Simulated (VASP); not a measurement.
# TiC: equation of state with PBE+D3(BJ)

TiC:

```xyz
2
Lattice="0.0000 2.1460 2.1460 2.1460 0.0000 2.1460 2.1460 2.1460 0.0000" Properties=species:S:1:pos:R:3 pbc="T T T"
Ti    0.0000    0.0000    0.0000
C     2.1460    2.1460    2.1460
```

The cell is a database's computed one.

```yaml
Program: VASP 6.6.1
Task: equation of state
Functional: PBE
Dispersion: D3(BJ)
Potentials_or_basis: VASP PAW PBE potentials, release 64 (Ti_sv, C)
Cutoff: 520 eV
k_mesh: 10 × 10 × 10
Occupations: fermi-dirac, width 0.05 eV
Spin: no spin polarisation
Ladder: gaps
Further_INCAR_settings: ALGO = Normal; EDIFF = 1e-06
```

```
Equilibrium volume                      : 9.89 Å³/atom
Bulk modulus                            : 263 GPa
Pressure derivative of the bulk modulus : 3.9 (rough: it moves with the points fitted)
```

Energy against volume, from the lowest point:
```tsv
volume (Å³/atom)	energy (meV/atom)
9.488	14.28
9.686	3.55
9.884	0.00
10.081	2.97
10.279	11.85
```

All runs of the series together: 57 s on 1 thread of AMD EPYC 7R43 64-Core Processor (Zen 3) (shared host).
